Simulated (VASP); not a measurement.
## Ti: equation of state with PBEsol

The system is Ti.

```
Ti
1.0
    -1.64100    1.64100    1.64100
     1.64100   -1.64100    1.64100
     1.64100    1.64100   -1.64100
Ti
1
Direct
  0.00000 0.00000 0.00000
```

This isn't the form of Ti at room conditions, which is hcp.

| Item | Value |
| --- | --- |
| Program | VASP 6.6.1 |
| Task | equation of state |
| Functional | PBEsol |
| Potentials or basis | VASP PAW PBE potentials, release 64 (Ti_sv) |
| Cutoff | 520 eV |
| k mesh | 11 × 11 × 11 |
| Occupations | fermi-dirac, width 0.05 eV |
| Spin | no spin polarisation |

```json
{
 "Equilibrium volume": "16.49 Å³/atom (rough: see the caveat)",
 "Bulk modulus": "112 GPa (rough)"
}
```

Energy against volume, from the lowest point:
```csv
volume (Å³/atom),energy (meV/atom)
16.616,0.00
16.969,4.32
17.323,13.31
17.676,26.54
18.030,43.60
18.383,64.18
18.737,87.93
```

All runs of the series together: 69 s on 1 thread of Intel(R) Xeon(R) Platinum 8259CL CPU @ 2.50GHz (Skylake/Cascade Lake), with other jobs on the host.

Caveat: the minimum lies outside the volumes run; the PAW data sets were made with another functional, which shifts forces and pressure a little.
